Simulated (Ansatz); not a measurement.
# Sb (I4/mmm) in Ansatz: notebook

Runs on Sb. Level: PBEsol. Tasks: relaxation of cell and atoms.

Program: Ansatz 0.2.0. These are calculated values, not measurements. Logs are shortened: lines on timing, memory, paths and dates and some standing lists are left out, and cuts for length are marked.

## 1. The crystal as given

The structure is tetragonal, space group I4/mmm (No. 139). Conventional cell: a = 3.153 Å, b = 3.153 Å, c = 5.424 Å, α = 90.00°, β = 90.00°, γ = 90.00°. Sb (site symmetry 4/mmm) is surrounded by 12 Sb at 3.15 to 3.51 Å.

This isn't the form of Sb at room conditions, which is rhombohedral.

## 2. Relaxation of cell and atoms, PBEsol

Contents of input.yaml:

```yaml
crystal:
  lattice:
    - [-1.5765401831, 1.5765401831, 2.7119384313]
    - [1.5765401831, -1.5765401831, 2.7119384313]
    - [1.5765401831, 1.5765401831, -2.7119384313]
  atoms:
    - { symbol: Sb, position: [0.0, 0.0, 0.0] }
kpoints:
  mp_grid: { grid: [12, 12, 12] }
scf:
  occupations: { method: fermi_dirac, width: 0.05 }
hamiltonian:
  xc: pbesol
  pseudopotentials: { kind: all_electron, lapw: { basis_error: 0.001 } }
output:
  forces: true
  stress: true
relax:
  f_tol: 0.005
  max_steps: 60
  cell: {}
```

Potentials or basis: all-electron LAPW, scalar-relativistic.

Started as:

```
> ansatz run input.yaml --threads 1 --pin off --max-ram 3072MiB --backend cpu --events-out ev --progress --plain --runs-dir out
```

Log:

```text
Warning: RAYON_NUM_THREADS=1 ignored (pool sized by the plan → 1); use --threads N
The last accepted step is kept in <dir> (removed where the run ends without a failure and the disk answers)
LAPW: plane waves up to 7.270 Å⁻¹, error target 1.0e-3 eV per atom; small_component_spin mean_spin; Sb in spheres of 1.529 Å, 23 of its electrons in bands, Dirac shells [] (how accurate: hamiltonian.pseudopotentials.lapw.basis_error, Limitations)
Engine: ansatz 0.2.0, x86_64-unknown-linux-gnu
Pseudopotentials: kind: all_electron
Pseudopotential: Sb, LAPW, valence charge 23, lapw/all_electron/scalar/gaussian/Sb, Koelling and Harmon's equation, gaussian nucleus
Functional definition: PBEsol
  exchange = pbesol_x
  correlation = pbesol_c
Crystal: 1 atoms, lattice volume = 26.962 Å³
Basis set: ecut = 201.34340776056763 eV, 155 PW (Γ), FFT grids on a1+a3, a2+a3, a3, exchange–correlation at level 2
Bands: 16, of which v1, the nominal top of the filled ones, is band 12 counted from 1 (11 counted from 0)
Symmetry: 16 space group operations
Space group: I4/mmm (ITA 139), of the structure as read, at distance tolerance 3.0e-5 Å
k-points: 163 of 1728
Non-local potential: Sb, projectors of the file, none
Initial density: superposition of atomic densities (chi_scale 0.1, normalization cell)
Initial wavefunctions: plane waves of lowest kinetic energy (no species holds an atomic orbital)
Functional: x = pbesol(κ = 0.804, μ = 0.12345679012345678), c = pbesol(β = 0.046)
iter 1 solved again at ethr=6.02e-5 eV; its pass at ethr=1.00e-1 eV (dr2=1.38e-2 eV) is discarded
SCF iter   1: F=—  HF=-176291.575415 eV  |F-HF|=—  |Δ(HF+E_count)|=         —  Δρ=7.94e-3  dr2=1.39e-2  ethr=6.02e-5  ⟨swp⟩=3.3  Hψ=18256  notcnv=1
preconditioner: auto → Kerker (q_TF=auto, 2.657 Å⁻¹)  [metal: Δε(μ)=0.094 eV  Ē_g=12.519 eV  σ=0.050 eV  W_gap=0.43  n_scr=10 (ndim 8)  ℏωp=16.0 eV  f_vac=0.000  D(μ)=0.65/eV (n_scr^D=0)]
SCF iter   2: F=—  HF=-176291.565404 eV  |F-HF|=—  |Δ(HF+E_count)|=   1.00e-2  Δρ=4.96e-3  dr2=6.03e-3  ethr=6.02e-5  ⟨swp⟩=2.0  Hψ=7284  notcnv=0  defer=2
SCF iter   3: F=—  HF=-176291.563748 eV  |F-HF|=—  |Δ(HF+E_count)|=   1.66e-3  Δρ=2.14e-3  dr2=1.33e-3  ethr=2.62e-5  ⟨swp⟩=2.0  Hψ=7282  notcnv=0  defer=2
SCF iter   4: F=—  HF=-176291.563594 eV  |F-HF|=—  |Δ(HF+E_count)|=   1.54e-4  Δρ=9.25e-4  dr2=2.83e-4  ethr=5.79e-6  ⟨swp⟩=2.0  Hψ=7285  notcnv=0  defer=2
iter 5 solved again at ethr=4.39e-8 eV; its pass at ethr=1.23e-6 eV (dr2=1.01e-5 eV) is discarded
SCF iter   5: F=—  HF=-176291.563649 eV  |F-HF|=—  |Δ(HF+E_count)|=   5.51e-5  Δρ=1.75e-4  dr2=1.01e-5  ethr=4.39e-8  ⟨swp⟩=2.0  Hψ=12443  notcnv=0
SCF iter   6: F=—  HF=-176291.563649 eV  |F-HF|=—  |Δ(HF+E_count)|=   2.39e-7  Δρ=6.27e-5  dr2=1.50e-6  ethr=4.39e-8  ⟨swp⟩=2.0  Hψ=7281  notcnv=0
SCF iter   7: F=-176291.563649 eV  HF=-176291.563649 eV  |F-HF|=7.57e-10  |Δ(HF+E_count)|=   1.70e-7  Δρ=1.36e-5  dr2=6.20e-8  ethr=6.51e-9  ⟨swp⟩=2.0  Hψ=7281  notcnv=0
SCF 1 converged in 7 iterations: F = -176291.563649 eV  dr2 = 6.20e-8
relax step   1: F+E_penalty+E_count = -176291.56364904 eV  Δ(F+E_penalty+E_count) = +0.000e0 eV  max|allowed force component| = 0.000e0 eV/Å  Δτ_max = 0.0000 Å  P = -1.256 GPa  Ω = 26.962 Å³  (7 SCF iters, accepted)
Crystal: 1 atoms, lattice volume = 26.222 Å³
Basis set: ecut = 205.115063712304 eV, 155 PW (Γ), FFT grids on a1+a3, a2+a3, a3, exchange–correlation at level 2
Initial density: handed on by an earlier stage of this run
Initial wavefunctions: those handed on with the density
iter 1 solved again at ethr=2.77e-8 eV; its pass at ethr=1.00e-1 eV (dr2=6.36e-6 eV) is discarded
SCF iter   1: F=—  HF=-176291.565991 eV  |F-HF|=—  |Δ(HF+E_count)|=         —  Δρ=2.35e-4  dr2=1.40e-5  ethr=2.77e-8  ⟨swp⟩=5.8  Hψ=17699  notcnv=0
preconditioner: auto → Kerker (q_TF=auto, 2.669 Å⁻¹)  [metal: Δε(μ)=0.007 eV  Ē_g=12.717 eV  σ=0.050 eV  W_gap=0.03  n_scr=10 (ndim 8)  ℏωp=16.2 eV  f_vac=0.000  D(μ)=0.69/eV (n_scr^D=0)]
SCF iter   2: F=—  HF=-176291.565985 eV  |F-HF|=—  |Δ(HF+E_count)|=   6.18e-6  Δρ=1.50e-4  dr2=6.38e-6  ethr=2.77e-8  ⟨swp⟩=2.0  Hψ=7274  notcnv=0
SCF iter   3: F=—  HF=-176291.565984 eV  |F-HF|=—  |Δ(HF+E_count)|=   1.32e-6  Δρ=6.24e-5  dr2=1.38e-6  ethr=2.77e-8  ⟨swp⟩=2.0  Hψ=7274  notcnv=0
SCF iter   4: F=—  HF=-176291.565983 eV  |F-HF|=—  |Δ(HF+E_count)|=   1.88e-7  Δρ=2.89e-5  dr2=3.35e-7  ethr=6.00e-9  ⟨swp⟩=2.0  Hψ=7274  notcnv=0
iter 5 solved again at ethr=4.66e-11 eV; its pass at ethr=1.46e-9 eV (dr2=1.07e-8 eV) is discarded
SCF iter   5: F=-176291.565984 eV  HF=-176291.565984 eV  |F-HF|=4.07e-10  |Δ(HF+E_count)|=   4.82e-8  Δρ=6.22e-6  dr2=1.07e-8  ethr=4.66e-11  ⟨swp⟩=2.0  Hψ=12429  notcnv=0
SCF 2 converged in 5 iterations: F = -176291.565984 eV  dr2 = 1.07e-8
relax step   2: F+E_penalty+E_count = -176291.56598353 eV  Δ(F+E_penalty+E_count) = -2.334e-3 eV  max|allowed force component| = 0.000e0 eV/Å  Δτ_max = 0.0000 Å  P = +0.528 GPa  Ω = 26.222 Å³  (5 SCF iters, accepted)
Crystal: 1 atoms, lattice volume = 26.342 Å³
Basis set: ecut = 204.49174009174232 eV, 155 PW (Γ), FFT grids on a1+a3, a2+a3, a3, exchange–correlation at level 2
iter 1 solved again at ethr=3.09e-8 eV; its pass at ethr=1.00e-1 eV (dr2=7.11e-6 eV) is discarded
SCF iter   1: F=—  HF=-176291.567040 eV  |F-HF|=—  |Δ(HF+E_count)|=         —  Δρ=2.23e-4  dr2=1.56e-5  ethr=3.09e-8  ⟨swp⟩=5.5  Hψ=17105  notcnv=0
preconditioner: auto → Kerker (q_TF=auto, 2.667 Å⁻¹)  [metal: Δε(μ)=0.028 eV  Ē_g=12.681 eV  σ=0.050 eV  W_gap=0.14  n_scr=10 (ndim 8)  ℏωp=16.2 eV  f_vac=0.000  D(μ)=0.67/eV (n_scr^D=0)]
[... 22 lines left out ...]
SCF iter   1: F=—  HF=-176291.569314 eV  |F-HF|=—  |Δ(HF+E_count)|=         —  Δρ=1.64e-3  dr2=9.10e-4  ethr=4.14e-6  ⟨swp⟩=4.3  Hψ=16304  notcnv=0
preconditioner: auto → Kerker (q_TF=auto, 2.666 Å⁻¹)  [metal: Δε(μ)=0.027 eV  Ē_g=12.663 eV  σ=0.050 eV  W_gap=0.13  n_scr=10 (ndim 8)  ℏωp=16.2 eV  f_vac=0.000  D(μ)=0.55/eV (n_scr^D=0)]
SCF iter   2: F=—  HF=-176291.569089 eV  |F-HF|=—  |Δ(HF+E_count)|=   2.25e-4  Δρ=1.09e-3  dr2=4.14e-4  ethr=3.96e-6  ⟨swp⟩=2.0  Hψ=7275  notcnv=0
iter 3 solved again at ethr=1.26e-7 eV; its pass at ethr=1.80e-6 eV (dr2=2.89e-5 eV) is discarded
SCF iter   3: F=—  HF=-176291.568955 eV  |F-HF|=—  |Δ(HF+E_count)|=   1.34e-4  Δρ=2.74e-4  dr2=2.88e-5  ethr=1.26e-7  ⟨swp⟩=2.0  Hψ=12431  notcnv=0
SCF iter   4: F=—  HF=-176291.568951 eV  |F-HF|=—  |Δ(HF+E_count)|=   3.31e-6  Δρ=3.47e-5  dr2=3.56e-7  ethr=1.25e-7  ⟨swp⟩=2.0  Hψ=7275  notcnv=0
SCF iter   5: F=—  HF=-176291.568951 eV  |F-HF|=—  |Δ(HF+E_count)|=   2.33e-9  Δρ=1.63e-5  dr2=8.34e-8  ethr=1.55e-9  ⟨swp⟩=2.0  Hψ=7276  notcnv=0
SCF iter   6: F=-176291.568951 eV  HF=-176291.568951 eV  |F-HF|=6.69e-9  |Δ(HF+E_count)|=   3.09e-8  Δρ=8.97e-6  dr2=2.86e-8  ethr=3.63e-10  ⟨swp⟩=2.0  Hψ=7275  notcnv=0
SCF 5 converged in 6 iterations: F = -176291.568951 eV  dr2 = 2.86e-8
relax step   5: F+E_penalty+E_count = -176291.56895145 eV  Δ(F+E_penalty+E_count) = -1.915e-3 eV  max|allowed force component| = 0.000e0 eV/Å  Δτ_max = 0.0000 Å  P = -0.154 GPa  Ω = 26.407 Å³  (6 SCF iters, accepted)
Crystal: 1 atoms, lattice volume = 26.338 Å³
Basis set: ecut = 204.50872065251372 eV, 155 PW (Γ), FFT grids on a1+a3, a2+a3, a3, exchange–correlation at level 2
iter 1 solved again at ethr=6.38e-8 eV; its pass at ethr=1.00e-1 eV (dr2=1.47e-5 eV) is discarded
SCF iter   1: F=—  HF=-176291.569394 eV  |F-HF|=—  |Δ(HF+E_count)|=         —  Δρ=3.87e-4  dr2=5.01e-5  ethr=6.38e-8  ⟨swp⟩=5.2  Hψ=17209  notcnv=0
eigensolver tolerance schedule calibrated: the retry pair's looser diagonalisation under-reported the residual by θ = 0.71 (0.11/decade); ethr = c·dr2/N_el runs at the constant in force after the calibration composes with the one it found (an armed cap, an earlier calibration), c = 7.7e-2
preconditioner: auto → Kerker (q_TF=auto, 2.667 Å⁻¹)  [metal: Δε(μ)=0.041 eV  Ē_g=12.685 eV  σ=0.050 eV  W_gap=0.20  n_scr=10 (ndim 8)  ℏωp=16.2 eV  f_vac=0.000  D(μ)=0.51/eV (n_scr^D=0)]
SCF iter   2: F=—  HF=-176291.569381 eV  |F-HF|=—  |Δ(HF+E_count)|=   1.31e-5  Δρ=2.54e-4  dr2=2.25e-5  ethr=6.38e-8  ⟨swp⟩=2.0  Hψ=7275  notcnv=0
SCF iter   3: F=—  HF=-176291.569374 eV  |F-HF|=—  |Δ(HF+E_count)|=   7.54e-6  Δρ=6.40e-5  dr2=1.54e-6  ethr=6.38e-8  ⟨swp⟩=2.0  Hψ=7276  notcnv=0
iter 4 solved again at ethr=1.79e-10 eV; its pass at ethr=5.15e-9 eV (dr2=5.37e-8 eV) is discarded
SCF iter   4: F=—  HF=-176291.569374 eV  |F-HF|=—  |Δ(HF+E_count)|=   3.94e-8  Δρ=1.21e-5  dr2=5.36e-8  ethr=1.79e-10  ⟨swp⟩=2.0  Hψ=12431  notcnv=0
SCF iter   5: F=-176291.569373 eV  HF=-176291.569373 eV  |F-HF|=1.98e-9  |Δ(HF+E_count)|=   2.07e-7  Δρ=5.44e-6  dr2=6.55e-9  ethr=1.79e-10  ⟨swp⟩=2.0  Hψ=7275  notcnv=0
SCF 6 converged in 5 iterations: F = -176291.569373 eV  dr2 = 6.55e-9
relax step   6: F+E_penalty+E_count = -176291.56937331 eV  Δ(F+E_penalty+E_count) = -4.219e-4 eV  max|allowed force component| = 0.000e0 eV/Å  Δτ_max = 0.0000 Å  P = -0.028 GPa  Ω = 26.338 Å³  (5 SCF iters, accepted)
Crystal: 1 atoms, lattice volume = 26.321 Å³
Basis set: ecut = 204.60094395786857 eV, 155 PW (Γ), FFT grids on a1+a3, a2+a3, a3, exchange–correlation at level 2
iter 1 solved again at ethr=2.59e-9 eV; its pass at ethr=1.00e-1 eV (dr2=5.95e-7 eV) is discarded
SCF iter   1: F=—  HF=-176291.569387 eV  |F-HF|=—  |Δ(HF+E_count)|=         —  Δρ=1.01e-4  dr2=3.52e-6  ethr=2.59e-9  ⟨swp⟩=5.9  Hψ=17247  notcnv=0
eigensolver tolerance schedule calibrated: the retry pair's looser diagonalisation under-reported the residual by θ = 0.83 (0.11/decade); ethr = c·dr2/N_el runs at the constant in force after the calibration composes with the one it found (an armed cap, an earlier calibration), c = 8.3e-2
preconditioner: auto → Kerker (q_TF=auto, 2.668 Å⁻¹)  [metal: Δε(μ)=0.033 eV  Ē_g=12.689 eV  σ=0.050 eV  W_gap=0.16  n_scr=10 (ndim 8)  ℏωp=16.2 eV  f_vac=0.000  D(μ)=0.49/eV (n_scr^D=0)]
SCF iter   2: F=—  HF=-176291.569386 eV  |F-HF|=—  |Δ(HF+E_count)|=   9.72e-7  Δρ=6.65e-5  dr2=1.58e-6  ethr=2.59e-9  ⟨swp⟩=2.0  Hψ=7276  notcnv=0
SCF iter   3: F=—  HF=-176291.569386 eV  |F-HF|=—  |Δ(HF+E_count)|=   5.47e-7  Δρ=1.71e-5  dr2=1.11e-7  ethr=2.59e-9  ⟨swp⟩=2.6  Hψ=7422  notcnv=0
iter 4 solved again at ethr=9.80e-12 eV; its pass at ethr=4.04e-10 eV (dr2=2.70e-9 eV) is discarded
SCF iter   4: F=-176291.569386 eV  HF=-176291.569386 eV  |F-HF|=2.44e-8  |Δ(HF+E_count)|=   4.86e-9  Δρ=2.75e-6  dr2=2.70e-9  ethr=9.80e-12  ⟨swp⟩=2.0  Hψ=12431  notcnv=0
SCF 7 converged in 4 iterations: F = -176291.569386 eV  dr2 = 2.70e-9
relax step   7: F+E_penalty+E_count = -176291.56938557 eV  Δ(F+E_penalty+E_count) = -1.226e-5 eV  max|allowed force component| = 0.000e0 eV/Å  Δτ_max = 0.0000 Å  P = +0.004 GPa  Ω = 26.321 Å³  (4 SCF iters, accepted)
Basis set: ecut = 204.60094395786857 eV, 171 PW (Γ), FFT grids on a1+a3, a2+a3, a3, exchange–correlation at level 2
iter 1 solved again at ethr=1.48e-11 eV; its pass at ethr=1.00e-1 eV (dr2=3.40e-9 eV) is discarded
SCF iter   1: F=—  HF=-176291.569398 eV  |F-HF|=—  |Δ(HF+E_count)|=         —  Δρ=8.70e-6  dr2=2.51e-9  ethr=1.48e-11  ⟨swp⟩=7.4  Hψ=23556  notcnv=0  reapply=142
preconditioner: auto → Kerker (q_TF=auto, 2.668 Å⁻¹)  [metal: Δε(μ)=0.034 eV  Ē_g=12.689 eV  σ=0.050 eV  W_gap=0.17  n_scr=10 (ndim 8)  ℏωp=16.2 eV  f_vac=0.000  D(μ)=0.49/eV (n_scr^D=0)]
SCF iter   2: F=-176291.569398 eV  HF=-176291.569398 eV  |F-HF|=5.97e-9  |Δ(HF+E_count)|=   7.01e-9  Δρ=4.58e-6  dr2=8.44e-10  ethr=1.09e-11  ⟨swp⟩=2.0  Hψ=7275  notcnv=0
SCF 8 converged in 2 iterations: F = -176291.569398 eV  dr2 = 8.44e-10
relax step   8: F+E_penalty+E_count = -176291.56939803 eV  Δ(F+E_penalty+E_count) = -1.246e-5 eV  max|allowed force component| = 0.000e0 eV/Å  Δτ_max = 0.0000 Å  P = +0.004 GPa  Ω = 26.321 Å³  stress off target by 2.61e-2 GPa  SCF on the basis re-selected at this cell (its energy is not comparable with the rows above)  (2 SCF iters)
basis re-selected at this cell: Δ(F+E_penalty+E_count) = -1.246e-5 eV, ΔP = -0.000 GPa vs the last step (what re-selecting the basis moved, after the strain that the cell walked since its last selection, with what the two solves' SCF thresholds leave and, on support functions, any second-order correction that the steps lacked; it is no measure of the basis error at this ecutwfc). This SCF's stress stands 2.61e-2 GPa from its target on what of the cell is left free (relax.cell.stress_tol is 5.00e-2 GPa) and its largest allowed force component is 0.00e0 eV/Å (relax.f_tol is 5.00e-3 eV/Å): within both
SCF converged after 2 iterations
Free energy (F): -176291.569398 eV
Harris-Foulkes:  -176291.569398 eV  (|F-HF|=5.97e-9)
Internal energy: -176291.565364 eV  (E = F + TS)
E sigma→0 (E₀):  -176291.567381 eV
Entropy (-TS):   -0.004034 eV (-4.034 meV/atom)
Fermi energy:    14.922578 eV
--- Per-component energies (eV) ---
  E_band       = -848.097780
  E_kinetic    = 185776.070602
  E_xc         = -4566.426739
  E_electrostatic = -357501.209228  (all electrons and nuclei)
  E_smearing   = -0.004034  (= −TS)
  E_closure    = 0.000000  (closes the sum)
  E_atoms      = -176287.264445  (free atoms, spherical and without spin; not in F)
  Σ components = -176291.569398   (vs F -176291.569398, Δ=0.00e0)
  Basis errors (estimates in eV, not in F): energy 3.1e-4 per atom: plane waves 3.0e-4 (1.6e-4 summed), levels above the bands 6.7e-81, relativity 1.2e-8, radial functions 4.6e-6, core shells 9.7e-10; eigenvalues (radial functions only) 9.3e-5; not estimated: angular momenta, meshes, grids; target (lapw.basis_error) 1.0e-3; muffin-tin radii Sb 1.517 Å
--- Forces (eV/Å), atoms counted from 1 ---
  atom   1  Sb    -0.00000000     0.00000000     0.00000000
  max |Σ_I F_I| component: 3.94e-31 eV/Å
--- Stress (GPa, compression-positive) ---
       -0.007772      -0.000000      -0.000000
       -0.000000      -0.007772       0.000000
       -0.000000       0.000000       0.026089
  P = ⅓ Tr σ = 0.0035 GPa (0.035 kbar)
--- Relaxed structure (7 steps of the walk, 6 accepted, 1 SCFs on fresh bases) ---
  F+E_penalty+E_count = -176291.56939803 eV   max|allowed force component| = 0.000e0 eV/Å   (the final SCF, on the basis selected at the relaxed cell)
  cell:  # Å, volume = 26.3205 Å³
    - [-1.5897896072205966, 1.5897896072205966, 2.603486201387777]
    - [1.5897896072205966, -1.5897896072205966, 2.603486201387777]
    - [1.5897896072205966, 1.5897896072205966, -2.603486201387777]
  atoms:
    - { symbol: Sb, position: [0.0, 0.0, 0.0] }
```

It took 57 s on 1 thread of AMD EPYC 7R43 (Zen 3), shared host; peak memory 0.37 GiB.

Results:

```
Free energy                            : -176291.5694 eV
Relaxed volume                         : 26.32 Å³/atom
Relaxed cell                           : a = 3.440 Å, b = 3.440 Å, c = 3.440 Å, α = 124.95°, β = 124.95°, γ = 81.63°
Space group after relaxing (to 0.05 Å) : I4/mmm (No. 139)
Energy gained by relaxing              : 5.7 meV/atom
Ionic steps                            : 7
Pressure after relaxing                : 0.0 GPa
```

Step by step:
```csv
step,energy change (eV),largest force (eV/Å),volume (Å³)
1,0.0000,0.0000,26.96
2,-0.0023,0.0000,26.22
3,-0.0034,0.0000,26.34
4,-0.0053,0.0000,26.41
5,-0.0057,0.0000,26.34
6,-0.0057,0.0000,26.32
7,-0.0057,0.0000,26.32
```

Final structure:
```cif
data_structure
_symmetry_space_group_name_H-M 'P 1'
_symmetry_Int_Tables_number 1
_cell_length_a 3.4399
_cell_length_b 3.4399
_cell_length_c 3.4399
_cell_angle_alpha 124.947
_cell_angle_beta 124.947
_cell_angle_gamma 81.626
_cell_volume 26.32
loop_
_atom_site_label
_atom_site_type_symbol
_atom_site_fract_x
_atom_site_fract_y
_atom_site_fract_z
_atom_site_occupancy
Sb1 Sb 0.00000 0.00000 0.00000 1
```

## 3. Relaxation of cell and atoms, PBEsol, target pressure 5 GPa, at which the enthalpy is minimised

Edit input.yaml of step 2 so:

```diff
@@ -20,2 +20,2 @@
   max_steps: 60
-  cell: {}
+  cell: { p_target: 5 }
```

Potentials or basis: all-electron LAPW, scalar-relativistic.

Started as:

```
> ansatz run input.yaml --threads 1 --pin off --max-ram 3072MiB --backend cpu --events-out ev --progress --plain --runs-dir out
```

It took 51 s on 1 thread of AMD EPYC 7R43 (Zen 3), shared host; peak memory 0.36 GiB.

It converged, with:

- Free energy: -176291.5455 eV
- Relaxed volume: 24.69 Å³/atom
- Relaxed cell: a = 3.361 Å, b = 3.361 Å, c = 3.361 Å, α = 124.69°, β = 124.69°, γ = 82.06°
- Space group after relaxing (to 0.05 Å): I4/mmm (No. 139)
- Energy change on relaxing (the enthalpy is what falls): +18.2 meV/atom
- Ionic steps: 7
- Pressure after relaxing: 5.0 GPa

Stress tensor (GPa, compression positive):
```
4.96 0.00 0.00
0.00 4.96 0.00
0.00 0.00 5.04
```

The path:
```tsv
step	energy change (eV)	largest force (eV/Å)	volume (Å³)
1	0.0000	0.0000	26.96
2	0.0889	0.0000	23.40
3	0.0152	0.0000	24.92
4	0.0174	0.0000	24.77
5	0.0198	0.0000	24.64
6	0.0182	0.0000	24.69
7	0.0182	0.0000	24.69
```

Final structure:
```
CELL_PARAMETERS angstrom
-1.56030 1.56030 2.53586
1.56030 -1.56030 2.53586
1.56030 1.56030 -2.53586
ATOMIC_POSITIONS crystal
Sb 0.00000 0.00000 0.00000
```

Spin-orbit coupling is left out, which matters for the levels of Sb.

(Continued in part 2 of 2.)
